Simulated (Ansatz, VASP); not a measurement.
Two plane-wave programs on BP

```xyz
4
Lattice="6.4787 0.0417 0.0000 -1.6016 2.7741 0.0000 0.0000 0.0000 23.8000" Properties=species:S:1:pos:R:3 pbc="T T T"
B     1.4626    0.8445    7.0000
B     0.1751    1.9505    7.0000
P     5.0390    1.0599    7.0000
P     3.0775    1.7768    7.0000
```

Alike in both runs: functional PBE; k mesh 12 × 12 × 1; occupations gaussian, width 0.01 eV; no spin polarisation.

Ansatz relaxed the structure, and its values are those at the end. VASP's run is a single point on that final structure, the one shown.

|  | VASP | Ansatz |
| --- | --- | --- |
| version | VASP 6.6.1 | Ansatz 0.2.0 |
| potentials or method | VASP PAW PBE potentials, release 64 (B, P) | scalar-relativistic, plane waves, PAW |
| plane-wave cutoff (eV) | 520 | 420 |
| valence electrons in the cell | 16 | 16 |

VASP gave:

| Property | Result |
| --- | --- |
| gap on the k mesh at the Fermi level (eV) | 0.07 |
| least direct gap on the mesh (eV) | 0.07 |
| rms of the force components (eV/Å) | 0.032 |

Task: Estimate Ansatz's values.

Result: gap on the k mesh at the Fermi level (eV): 0.07; least direct gap on the mesh (eV): 0.07; rms of the force components (eV/Å): 0.003.

With one functional, cell and mesh, what is left measures potentials, basis and numerics.

Expect the measured gap to be larger: semilocal functionals such as PBE lack the derivative discontinuity.
